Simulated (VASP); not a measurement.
The system is SnS.

```
Sn S
1.0
    11.20000    0.00000    0.00000
     0.00000    3.98700    0.00000
     0.00000    0.00000    4.33400
Sn S
4 4
Direct
  0.11940 0.25000 0.11980
  0.38060 0.75000 0.61980
  0.61940 0.25000 0.38020
  0.88060 0.75000 0.88020
  0.85080 0.25000 0.47930
  0.64920 0.75000 0.97930
  0.35080 0.25000 0.02070
  0.14920 0.75000 0.52070
```

| Item | Value |
| --- | --- |
| Program | VASP 6.6.1 |
| Task | relaxation of cell and atoms |
| Functional | PBEsol |
| Potentials or basis | VASP PAW PBE potentials, release 64 (Sn_d, S) |
| Cutoff | 600 eV |
| k mesh | 4 × 8 × 6 |
| Occupations | gaussian, width 0.03 eV |
| Spin | no spin polarisation |

At the start: pressure -0.8 GPa; volume 24.19 Å³/atom.

Task: Where does the relaxation end?

Result: Over 17 steps the energy falls by 3.3 meV/atom and the volume is 23.42 Å³/atom (-3.2 %); space group Pnma (No. 62, to 0.05 Å).

Step by step:
```csv
step,energy change (eV),largest force (eV/Å),pressure (GPa),volume (Å³)
1,0.0000,0.0741,-0.79,193.53
2,-0.0097,0.1417,0.13,190.21
3,-0.0097,0.1445,0.17,190.10
4,-0.0166,0.0946,0.11,189.32
5,-0.0225,0.0337,0.02,187.85
6,-0.0226,0.0383,0.03,187.65
7,-0.0247,0.0292,-0.04,187.49
8,-0.0246,0.0292,-0.03,187.48
9,-0.0254,0.0155,0.05,187.24
10,-0.0255,0.0152,0.09,187.09
11,-0.0257,0.0241,-0.09,187.58
12,-0.0258,0.0208,-0.02,187.43
13,-0.0258,0.0204,-0.05,187.45
14,-0.0259,0.0183,-0.02,187.43
15,-0.0260,0.0166,-0.01,187.41
16,-0.0262,0.0091,0.02,187.33
17,-0.0262,0.0094,-0.01,187.35
```

Final structure:
```
Sn S
1.0
    11.08297    0.00000    0.00000
     0.00000    3.98446    0.00000
     0.00000    0.00000    4.24249
Sn S
4 4
Direct
  0.11831 0.25000 0.11342
  0.38169 0.75000 0.61342
  0.61831 0.25000 0.38658
  0.88169 0.75000 0.88658
  0.85349 0.25000 0.47308
  0.64651 0.75000 0.97308
  0.35349 0.25000 0.02692
  0.14651 0.75000 0.52692
```

Caveat: the PAW data sets were made with another functional, which shifts forces and pressure a little.
